Q: PBE makes the gap of silicon too small. If I want better levels, may I simply lift all the empty states by one number?

A: Almost. The correction opens the gap by a little more than 1 eV, while its variation from state to state is a tenth or two of an eV. In the table, the start level is the PBE value. The corrected level comes from a self-consistent screened-exchange step (COHSEX) followed by a one-shot GW step. Both columns count from the highest filled state at Γ, the centre of the Brillouin zone, so row 1 is zero by definition.

ABINIT 10.8.3, silicon (diamond structure, PBE-relaxed cell): PBE start levels, corrected by self-consistent COHSEX and then one-shot G0W0 with a Godby-Needs plasmon-pole model. PseudoDojo NC SR PBE v0.5 stringent potentials, Γ-centred 4×4×4 k mesh, 75 bands, cutoffs 14 Ha (waves) and 8.4 Ha (screening). Each column of levels counts from its own highest filled level.

```
row  state k a (reciprocal cell vector)  state k b (reciprocal cell vector)  state k c (reciprocal cell vector)   state band  state start level (eV)  state corrected level (eV)  state weight z
  1                               0.000                               0.000                               0.000   top filled                   0.000                       0.000           0.791
  2                               0.000                               0.000                               0.000  first empty                   2.530                       3.865           0.792
  3                               0.250                               0.000                               0.000   top filled                  -0.752                      -0.772           0.788
  4                               0.250                               0.000                               0.000  first empty                   1.936                       3.222           0.795
  5                               0.500                               0.000                               0.000   top filled                  -1.187                      -1.260           0.786
  6                               0.500                               0.000                               0.000  first empty                   1.445                       2.709           0.797
  7                               0.250                               0.250                               0.000   top filled                  -1.860                      -1.942           0.784
  8                               0.250                               0.250                               0.000  first empty                   1.133                       2.312           0.802
  9                               0.500                               0.250                               0.000   top filled                  -2.172                      -2.298           0.783
 10                               0.500                               0.250                               0.000  first empty                   1.525                       2.731           0.802
 11                              -0.250                               0.250                               0.000   top filled                  -1.312                      -1.372           0.786
 12                              -0.250                               0.250                               0.000  first empty                   2.417                       3.713           0.797
 13                               0.500                               0.500                               0.000   top filled                  -2.808                      -2.995           0.780
 14                                   ?                                   ?                                   ?  first empty                       ?                           ?               ?
 15                                   ?                                   ?                                   ?   top filled                       ?                           ?               ?
 16                                   ?                                   ?                                   ?  first empty                       ?                           ?               ?
```

Q: What do the known rows say about that variation?

A: Subtract the start level from the corrected one. The empty states rise by 1.18 to 1.34 eV, and the filled states sink by at most 0.19 eV. On the whole the shift grows with distance from the gap, so the bands stretch a little as they move apart. There are exceptions: rows 6 and 10 start within 0.1 eV of each other, yet row 6 rises by 0.06 eV more.

Q: Why should a correction treat filled and empty states so differently?

A: PBE gives every electron the same local potential, whether its state is filled or empty. Screened exchange is non-local: it lowers a state according to how strongly that state overlaps with the filled ones. A filled state overlaps with itself and with its neighbours in the band, so it gains much; an empty state gains less, and the gap opens. This is an argument from theory, since the table doesn't list the exchange part separately.

Q: And the stretching?

A: The same argument suggests it. Deep filled states are smooth and bonding and should gain most, whereas high empty states have more nodes and should gain least. That makes the start level a convenient stand-in for the overlap, but only a stand-in.

Q: What is the weight Z in the last column?

A: It is the share of a state's strength that stays in one sharp peak once the electrons respond to each other. In the known rows it is close to 0.8, so it makes sense to speak of levels at all. Among the known empty states it tends to be smaller where the rise is larger, though rows 4 and 12 break the order. That correlation doesn't identify a cause, because both quantities may follow the shape of the state.

Q: Then turn the stretching into a formula.

A: Let E be the start level and Δ the corrected level less the start level. The simplest form ties the filled states to zero at Γ and gives the empty ones a jump and a slope:

filled: Δ = a E
empty: Δ = b + c E

A least-squares fit to the known rows, without row 1, gives a = 0.057, b = 1.089 eV and c = 0.094. A filled state therefore sinks by roughly 0.06 eV for each eV of depth. The typical error on the fitted rows is 0.02 eV, against 0.08 eV for a single rigid lift of the empty states. The printed output after this text gives both fits.

Q: Now commit yourself on the three hidden rows. Start with row 14.

A: It belongs to the same point as row 13, the zone-boundary point X. This one is not a blind forecast. The calculation also reports its smallest gap on the mesh before and after correction, and both values lie below every known empty level, so they almost certainly belong to row 14. Their difference gives a rise of 1.15 eV, which should be the smallest of all. The line was fitted without this information and should agree within 0.06 eV.

Q: And rows 15 and 16?

A: The mesh has eight points that differ by symmetry, and the one left over is W, a corner of the zone. I recall only roughly where PBE puts its levels: −3.9 ± 0.4 eV for the filled state and 4 ± 1 eV for the empty one. For row 15 the line then gives −0.22 eV, to which I attach ± 0.10 eV; it should be the largest sinking. For row 16 the estimate runs:

Δ = 1.089 eV + 0.094 × 4.0 eV ≈ 1.46 eV

I attach ± 0.20 eV, because this lies far above the fitted states, and I expect the largest rise of all. The error bars are judgement, not statistics.

Q: Let us see them.

The withheld rows as computed:

```
row  state k a (reciprocal cell vector)  state k b (reciprocal cell vector)  state k c (reciprocal cell vector)   state band  state start level (eV)  state corrected level (eV)  state weight z
 14                               0.500                               0.500                               0.000  first empty                   0.736                       1.889           0.806
 15                              -0.250                               0.500                               0.250   top filled                  -3.776                      -3.976           0.771
 16                              -0.250                               0.500                               0.250  first empty                   4.267                       5.467           0.795
```

A: Row 14 rises by 1.15 eV, as the gaps implied, and it is indeed the smallest rise. The line, given the true start level, agrees to within 0.01 eV. Row 15 sinks by 0.20 eV, well inside its range. It is the largest sinking, though only just: the state lies about 1 eV deeper than row 13 and sinks by hardly more.

Q: And row 16?

A: That forecast failed. The state rises by 1.20 eV, which is 0.26 eV below my value and outside the error bar. My recollection of the start level isn't to blame, for it was good enough; with the true one the line does slightly worse and misses by 0.29 eV. Nor is the rise the largest: only rows 8 and 14 rise less. A plain rigid lift would have missed this state by only 0.06 eV.

Q: So what was wrong with the line?

A: It assumed that the rise depends on the start level alone and keeps growing at one rate. Compare row 16 with row 10: their start levels differ by more than 2.5 eV, yet both rise by about 1.2 eV. With all eight empty states in view, they fall into two groups. Rows 8, 10, 14 and 16, which include X and W, rise by 1.15 to 1.21 eV; rows 2, 4, 6 and 12, which include Γ and L, rise by 1.26 to 1.34 eV.

Q: But the line fitted the known rows well.

A: Because in those rows the two groups also differed in energy. The known members of the first group, rows 8 and 10, start low, while most of the second group starts higher. That made the fitted slope too steep, but it is only part of the miss. Within each group, too, the known rows rise more when they start higher. From row 8 to row 10 the slope is about 0.07 eV per eV, and carried on to W it would still overshoot by about 0.2 eV. So the growth seen near the gap doesn't continue that far up, and no known empty state starts high enough to show it. The disagreement between rows 6 and 10 was the hint that energy alone would not do.

Q: What sets the groups apart?

A: The groups overlap in energy, so the shape of the states is the likely suspect, because a non-local correction depends on it. The GW correction also depends on the energy of the level, which is why Z is below one, but rows 6 and 10 start too close together for that to be an obvious reason for their difference. Which feature of the shape matters here, these results don't say. It can't simply be whether s orbitals take part: symmetry bars them from the first empty level at Γ but not at L, and both are in the same group. I made the grouping only after seeing the answer, and maps of where the states have their density would have to test it. The step between the groups is also just 0.06 eV, and a denser mesh or more bands could shift it.

Q: I work on silicon channels. Does a tenth of an eV matter to me?

A: It matters if you calibrate at the wrong place. Electrons in a silicon channel occupy the valleys near X, whereas a direct optical transition at Γ probes row 2. In this calculation the empty state rises by 1.34 eV at Γ but by 1.15 eV at X. A lift taken from the direct gap would thus put the X level almost 0.2 eV too high, which is far more than the thermal energy at room temperature.

Q: Can I at least use the corrected gap itself?

A: Not as it stands. The smallest gap on this mesh is about 1.9 eV, while the measured gap of silicon is roughly 1.2 eV. The true conduction minimum lies between Γ and X and is not on the mesh, but including it would lower the gap only slightly. A self-consistent COHSEX start is known to give larger gaps than a one-shot GW step on PBE. The mesh, the number of bands and the cutoffs are not converged either. A likely sign of the coarse mesh is the computed dielectric constant, which is nearly twice the measured one; yet such strong screening would normally shrink the gap, so it doesn't explain the excess. These results can't divide the error between the scheme and the settings.

Q: Then what should I carry over to another semiconductor?

A: Take the order of the effects as a starting point to be checked there, since this is one material only: first the opening between filled and empty states, then a variation several times smaller. To interpolate that variation, use reference states that lie close to the one you want, both in the zone and in energy. Row 16 shows the price of extrapolating in energy instead: the refined line did worse there than a single constant.

Printed output of the fit:

```
correction of each level (corrected less start), eV: 1 0, 2 1.335, 3 -0.02, 4 1.286, 5 -0.073, 6 1.264, 7 -0.082, 8 1.179, 9 -0.126, 10 1.206, 11 -0.06, 12 1.296, 13 -0.187, 14 1.153, 15 -0.2, 16 1.2
smallest rise of a known empty state, eV: 1.179
largest rise of a known empty state, eV: 1.335
largest sinking of a known filled state, eV: -0.187
rise of row 6 less rise of row 10, eV: 0.058
correlation of weight Z with rise, known empty states: -0.9603
fit of shift on 12 rows (abs(state_start_level) > 0): coefficient of emp 1.089 +/- 0.037, coefficient of vs 0.05728 +/- 0.0054, coefficient of cs 0.09395 +/- 0.019; rms 0.021, worst 6 -0.0393, leave-one-out rms 0.0293
  rows outside the fit (model, value, miss): 1 0, 0, 0; 14 1.158, 1.153, 0.00513; 15 -0.2163, -0.2, -0.0163; 16 1.49, 1.2, 0.29
fit of shift on 12 rows (abs(state_start_level) > 0): coefficient of emp 1.261 +/- 0.036; rms 0.0837, worst 13 0.187, leave-one-out rms 0.0873
  rows outside the fit (model, value, miss): 1 0, 0, 0; 14 1.261, 1.153, 0.108; 15 0, -0.2, 0.2; 16 1.261, 1.2, 0.061
rise of the conduction edge implied by the two printed mesh gaps, eV: 1.153
rise by the stretching line at that edge, eV: 1.158
row 15 correction by the line at the recalled start level, eV: -0.2234
row 16 correction by the line at the recalled start level, eV: 1.465
```
